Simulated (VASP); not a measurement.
Crystal: Zr.

```
Zr
1.0
     0.00000    2.18833    2.18833
     2.18833    0.00000    2.18833
     2.18833    2.18833    0.00000
Zr
1
Direct
  0.00000 0.00000 0.00000
```

This isn't the form of Zr at room conditions, which is hcp.

The cell isn't the ideal one: Ti -> Zr on all its sites, in the parent's cell.

| Item | Value |
| --- | --- |
| Program | VASP 6.6.1 |
| Task | relaxation of cell and atoms |
| Functional | PBE |
| Potentials or basis | VASP PAW PBE potentials, release 64 (Zr_sv) |
| Cutoff | 600 eV |
| k mesh | 8 × 8 × 8 |
| Occupations | gaussian, width 0.1 eV |
| Spin | no spin polarisation |

At the start: pressure 10.9 GPa; volume 20.96 Å³/atom.

Question: How do energy, volume and symmetry change on relaxing?

Answer: Over 3 steps the energy falls by 66.9 meV/atom and the volume is 23.12 Å³/atom (+10.3 %); space group Fm-3m (No. 225, to 0.05 Å).

The path:
| step | energy change (eV) | largest force (eV/Å) | pressure (GPa) | volume (Å³) |
| --- | --- | --- | --- | --- |
| 1 | 0.0000 | 0.0000 | 10.90 | 20.96 |
| 2 | -0.0001 | 0.0000 | -7.85 | 25.59 |
| 3 | -0.0669 | 0.0000 | -0.16 | 23.12 |

Final structure:
```yaml
crystal:
  lattice:
    - [0.00000, 2.26122, 2.26122]
    - [2.26122, 0.00000, 2.26122]
    - [2.26122, 2.26122, 0.00000]
  atoms:
    - { symbol: Zr, position: [0.00000, 0.00000, 0.00000] }
```

Caveat: the relaxation stopped at a loose force limit of 0.05 eV/Å, so its end isn't a converged minimum.
